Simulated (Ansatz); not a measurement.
**Cubic perovskite LaAlO3 (cubic high-temperature phase)**

Method: LDA+SOC (PAW; Ansatz, a program for electronic structure).

Settings: plane-wave cutoff 520 eV, 10×10×10 k mesh, Fermi–Dirac smearing 0.01 eV, PAW data made under PBE.

Cell: measured lattice: a = b = c = 3.8100 Å, α = β = γ = 90.00°.

```yaml
band_gap: 3.40 eV (indirect)
smallest_direct_gap_on_the_k_points_sampled: 3.48 eV
```

Note: held by symmetry at 0 K, a high-temperature phase can be a saddle point; cell and atoms aren't relaxed at this level (pressure -11.3 GPa).

Static lattice: no zero-point or thermal effects.

Computing time: about 40 core-seconds (a rough figure).
